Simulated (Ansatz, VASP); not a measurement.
**Two plane-wave programs on Ni2Ge**

```
CELL_PARAMETERS angstrom
3.97196 0.00000 0.00000
-1.98598 3.43982 0.00000
0.00000 0.00000 5.01406
ATOMIC_POSITIONS crystal
Ni 0.66667 0.33333 0.25000
Ni 0.33333 0.66667 0.75000
Ni 0.00000 0.00000 0.00000
Ni 0.00000 0.00000 0.50000
Ge 0.66667 0.33333 0.75000
Ge 0.33333 0.66667 0.25000
```

Alike in both runs: functional PBEsol; k mesh 12 × 12 × 8; occupations gaussian, width 0.1 eV; no spin polarisation.

Ansatz relaxed the structure, and its values are those at the end. VASP's run is a single point on that final structure, the one shown.

```csv
,VASP,Ansatz
version,VASP 6.6.1,Ansatz 0.2.0
potentials or method,"VASP PAW PBE potentials, release 64 (Ni, Ge_d)","scalar-relativistic, plane waves, PAW"
plane-wave cutoff (eV),520,420
valence electrons in the cell,68,100
```

VASP gave:

* gap on the k mesh at the Fermi level (eV): none
* pressure (GPa): 0.3

Which values does Ansatz return?

gap on the k mesh at the Fermi level (eV): none; pressure (GPa): 0.0.

A gap of «none» marks a metal or a gap that the smearing closes. With one functional, cell and mesh, what is left measures potentials, basis and numerics. The two sets of potentials don't hold the same shells in valence.

Caveats: the PAW data sets were made with another functional, which shifts forces and pressure a little (VASP). Spin polarisation is off, so any magnetic state and its effect on volume and gap are missing.
